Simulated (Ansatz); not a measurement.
Boltzmann transport of Ba at constant τ

Method: DFT PBE+D3(BJ), scalar-relativistic, plane waves, PAW (Ansatz 0.2.0). Settings: 420 eV plane-wave cutoff, Γ-centred 12×12×12 mesh, Fermi-Dirac smearing of 0.15 eV. No spin polarisation.

Relaxed structure:
```
CELL_PARAMETERS angstrom
2.08804 -3.61673 0.00000
2.08804 3.61673 0.00000
0.00000 0.00000 3.87527
ATOMIC_POSITIONS crystal
Ba 0.00000 0.00000 0.00000
```

In a metal these results depend on the k mesh and the smearing. Spin–orbit coupling is left out, which matters for heavy elements.

Constant relaxation time and rigid bands. The levels are interpolated over the whole zone and filled by a Fermi function at the stated temperature, with the chemical potential set by the electron count. Seebeck coefficients of a few μV/K are small differences and uncertain even in sign.

Problem. Give the Drude plasma energies, the density of states at the chemical potential and σ/τ at 300 K.

Solution.
```json
{
  "Plasma energy xx, yy, zz": "2.90, 2.90, 2.86 eV",
  "Density of states (thermally broadened)": "0.92 states/eV/cell",
  "Conductivity over τ, xx, yy, zz": "1.7, 1.7, 1.7 ×10²⁰ (Ω·m·s)⁻¹"
}
```

Problem. And the Seebeck coefficient (μV/K)?

Solution.
| T (K) | Sxx | Syy | Szz |
| --- | --- | --- | --- |
| 300 | -9.4 | -9.4 | -17.5 |
| 600 | -15.4 | -15.4 | -26.7 |
| 900 | -19.0 | -19.0 | -29.8 |

This form isn't the element's structure at ambient conditions.